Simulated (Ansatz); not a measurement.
Input file:

```yaml
crystal:
  lattice:
    - [-2.45818, 4.257693, 5.4084]
    - [4.91636, 0.0, 5.4084]
    - [4.91636, 8.515385, 0.0]
  atoms:
    - { symbol: Si, position: [0.1057653, 0.5668108, 0.9469723] }
    - { symbol: Si, position: [0.3964037, 0.9389563, 0.0355804] }
    - { symbol: Si, position: [0.0100336, -0.0039578, 0.2610255] }
    - { symbol: O, position: [0.3263772, 0.4663468, 0.9782747] }
    - { symbol: O, position: [0.9274591, 0.5190791, 0.1067132] }
    - { symbol: O, position: [0.9266401, 0.1969825, 0.3233034] }
    - { symbol: O, position: [0.1769238, 0.0291315, 0.1215324] }
    - { symbol: O, position: [0.5669135, 0.9839615, 0.0840241] }
    - { symbol: O, position: [0.5766249, 0.3086411, 0.1390524] }
    - { symbol: Si, position: [0.1007446, 0.5653311, 0.4521849] }
    - { symbol: Si, position: [0.3974978, 0.9311781, 0.5350468] }
    - { symbol: Si, position: [0.0054018, -0.0004849, 0.7654384] }
    - { symbol: O, position: [0.3241245, 0.4697223, 0.4765869] }
    - { symbol: O, position: [0.9338096, 0.5178233, 0.6075378] }
    - { symbol: O, position: [0.9193782, 0.1911208, 0.8349305] }
    - { symbol: O, position: [0.1859765, 0.0372172, 0.6082205] }
    - { symbol: O, position: [0.5674229, 0.3049104, 0.6433908] }
    - { symbol: Si, position: [0.5951745, 0.0668809, 0.1987227] }
    - { symbol: Si, position: [0.9047238, 0.4292993, 0.2869066] }
    - { symbol: Si, position: [0.5053321, 0.4935684, 0.5114936] }
    - { symbol: O, position: [0.815641, 0.970078, 0.2243927] }
    - { symbol: O, position: [0.4294059, 0.0138395, 0.3605475] }
    - { symbol: O, position: [0.428077, 0.691817, 0.5846741] }
    - { symbol: O, position: [0.6680373, 0.5315842, 0.372569] }
    - { symbol: O, position: [0.0788033, 0.4754437, 0.3314577] }
    - { symbol: O, position: [0.0791754, 0.7995748, 0.3917045] }
    - { symbol: Si, position: [0.5965543, 0.0748327, 0.699237] }
    - { symbol: Si, position: [0.9013582, 0.4314395, 0.7844994] }
    - { symbol: Si, position: [0.5009519, 0.5050651, 0.012583] }
    - { symbol: "N", position: [0.8244595, 0.9583006, 0.7268236], spin: 1.0 }
    - { symbol: O, position: [0.4297405, 0.0241906, 0.8563469] }
    - { symbol: O, position: [0.4215495, 0.697948, 0.0824558] }
    - { symbol: O, position: [0.6736245, 0.542325, 0.8678049] }
    - { symbol: O, position: [0.0689367, 0.4830867, 0.8312144] }
    - { symbol: O, position: [0.0824688, 0.8014829, 0.8932029] }
magnetization:
  spin_polarized: true
basis:
  ecutwfc: 420.0
kpoints:
  mp_grid: { grid: [2, 2, 1] }
hamiltonian:
  xc: pbesol
  pseudopotentials: { kind: paw, azcp: { folder: soft_1 } }
scf:
  occupations: { method: gaussian, width: 0.02 }
  lower_state_search: "off"
relax:
  f_tol: 0.03
  max_steps: 60
  adjacent_minimum: "off"
```

Command:

```bash
$ ansatz run input.yaml --threads 4 --pin off --max-ram 10240MiB --backend cpu --events-out ev --progress --plain --runs-dir out
```

Hardware: 4 threads of Arm Neoverse V1 (shared host).

**Question.** Roughly how long does this run take, and how much memory?

**Answer.** 100 s, with a peak of 1.4 GiB, for 12 ionic steps.
